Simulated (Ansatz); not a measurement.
Sb:

```
CELL_PARAMETERS angstrom
0.17336 2.38853 2.49587
2.41731 0.06469 2.60454
2.32045 2.40035 0.16154
ATOMIC_POSITIONS crystal
Sb 0.00000 0.00000 0.00000
```

This isn't the form of Sb at room conditions, which is rhombohedral.

The cell isn't the ideal one: cell sheared at random, sigma 0.03, atoms nudged by 0.01 Å.

| Item | Value |
| --- | --- |
| Program | Ansatz 0.2.0 |
| Task | relaxation of cell and atoms |
| Functional | HSE03 |
| Potentials or basis | Ansatz PAW |
| Cutoff | 420 eV (not typed: the program's choice for these potentials) |
| k mesh | 5 × 5 × 5 |
| Occupations | fermi-dirac, width 0.05 eV |
| Spin | no spin polarisation |

At the start: volume 26.53 Å³/atom.

Question: How do energy, volume and symmetry change on relaxing?

Answer: It ends after 18 steps and the volume is 29.15 Å³/atom (+9.9 %); space group Immm (No. 71, to 0.05 Å).

The path:
| step | energy change (eV) | largest force (eV/Å) | volume (Å³) |
| --- | --- | --- | --- |
| 1 | 0.0000 | 0.0000 | 26.53 |
| 2 | -0.0134 | 0.0000 | 26.82 |
| 3 | -0.0264 | 0.0000 | 26.84 |
| 4 | -0.0441 | 0.0000 | 27.85 |
| 5 | -0.0562 | 0.0000 | 27.83 |
| 6 | -0.0649 | 0.0000 | 28.77 |
| 7 | -0.0740 | 0.0000 | 28.88 |
| 8 | -0.0752 | 0.0000 | 28.88 |
| 9 | -0.0771 | 0.0000 | 28.64 |
| 10 | -0.0777 | 0.0000 | 28.49 |
| 11 | -0.0777 | 0.0000 | 28.65 |
| 12 | -0.0778 | 0.0000 | 28.58 |
| 13 | -0.0778 | 0.0000 | 28.61 |
| 14 | -0.0902 | 0.0000 | 28.61 |
| 15 | -0.0953 | 0.0000 | 28.90 |
| 16 | -0.0965 | 0.0000 | 29.12 |
| 17 | -0.0965 | 0.0000 | 29.15 |
| 18 | -0.0966 | 0.0000 | 29.15 |

Final structure:
```
Sb
1.0
     0.58038    2.31865    2.56412
     3.14517   -0.01218    3.09115
     2.57296    2.31949    0.53701
Sb
1
Direct
  0.00000 0.00000 0.00000
```

Caveat: the k mesh is coarse (spacing up to 0.48 Å⁻¹), so the values aren't converged, least of all with exact exchange; the plane-wave basis is chosen anew once the cell has moved, so the energies of steps on either side of that aren't comparable; the PAW data sets come from PBE, with cores solved anew for the run's functional, which leaves a small shift of forces and pressure.
